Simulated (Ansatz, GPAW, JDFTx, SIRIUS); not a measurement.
## The equilibrium volume of BP, sorted by core time

Symmetry: F-43m, No. 216, cubic system. Conventional cell: a = 4.538 Å, b = 4.538 Å, c = 4.538 Å, α = 90.00°, β = 90.00°, γ = 90.00°. Around P (site symmetry -43m) lie 4 B at 1.97 Å. Around B (site symmetry -43m) lie 4 P at 1.97 Å.

```csv
rung,level,program and potentials,cutoff (eV),k mesh,smearing,task,core time,chip,equilibrium volume (Å³/atom),miss,notes
GGA,PBE,"Ansatz, Ansatz PAW (earlier soft set)",420,10 × 10 × 10,fermi-dirac 0.05,equation of state,6.3 s,Intel Xeon,11.76,+0.5 %,-
GGA + dispersion,BLYP+D3(BJ),"GPAW, PAW data sets generated for this functional",800,10 × 10 × 10,fermi-dirac 0.05,equation of state,70 s,Intel Xeon Platinum 8488C Sapphire Rapids,11.46,-2.1 %,-
GGA,PBE,"GPAW, PAW data sets generated for this functional",800,10 × 10 × 10,fermi-dirac 0.05,equation of state,79 s,Intel Xeon Platinum 8488C Sapphire Rapids,11.79,+0.8 %,-
GGA,PBE,"JDFTx, PseudoDojo-SR-PBE-0.5-standard with smoothed tails",1034,10 × 10 × 10,fermi-dirac 0.05,relaxation of cell and atoms,87 s,Arm Neoverse V2,(a),?,-
GGA + dispersion,RPBE+D4,"GPAW, the program's PAW data sets (release 1.2.1) made for this functional",800,10 × 10 × 10,fermi-dirac 0.05,equation of state,2 min,Arm Neoverse V1,11.14,-4.8 %,-
GGA,SOGGA,"GPAW, PAW data sets generated for this functional",800,10 × 10 × 10,fermi-dirac 0.05,equation of state,2.5 min,Arm Neoverse N1,11.55,-1.3 %,-
GGA,RPBE,"SIRIUS, all-electron FP-LAPW, apw+lo standard",-,10 × 10 × 10,fermi-dirac 0.05,equation of state,4.3 min,Arm Neoverse V1,(b),?,-
```

Times are single runs on shared hosts and different chips, so they are rough; meshes, cutoffs and the tasks' sizes weigh on the time. All rows: no spin polarisation. Smearing widths are in eV. Meshes are those of the run's cell of 2 atoms unless a note names another. Relaxations start from the cell shown or near it and stop with a little pressure left. Misses use the values as printed. Runs on faulty files, with rough fits or with known faults for this quantity aren't shown. No row holds spin-orbit coupling.

Measured: 11.7 Å³/atom at 299.8 K (arxiv:1906.04101). The runs are for a static lattice.

Estimate the values left out from the other rows.

(a) 11.75 Å³/atom, miss +0.4 %; (b) 11.97 Å³/atom, miss +2.3 %.
